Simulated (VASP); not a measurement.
Crystal: TiC.

```xyz
2
Lattice="3.0421 0.0000 0.0000 -1.5210 2.6345 0.0000 0.0000 0.0000 2.6980" Properties=species:S:1:pos:R:3 pbc="T T T"
Ti    0.0000    0.0000    1.3490
C     0.0000    1.7564    0.0000
```

The cell was built by a generator and needn't be a form met in nature.

Base run:

```yaml
Program: VASP 6.6.1
Functional: TPSS
Potentials_or_basis: VASP PAW PBE potentials, release 64 (Ti_sv, C)
Cutoff: 520 eV
k_mesh: 10 × 10 × 10
Occupations: fermi-dirac, width 0.05 eV
Spin: no spin polarisation
```

Its results: pressure 0.2 GPa.

Task: The run is repeated on the same cell with these changes: functional from TPSS to r2SCAN; further incar settings from ALGO = Normal; EDIFF = 1e-06 to ALGO = Normal; EDIFF = 1e-07. What comes out?

Result: Pressure -0.5 GPa.

Caveats: the PAW data sets were made with another functional, which shifts forces and pressure a little.
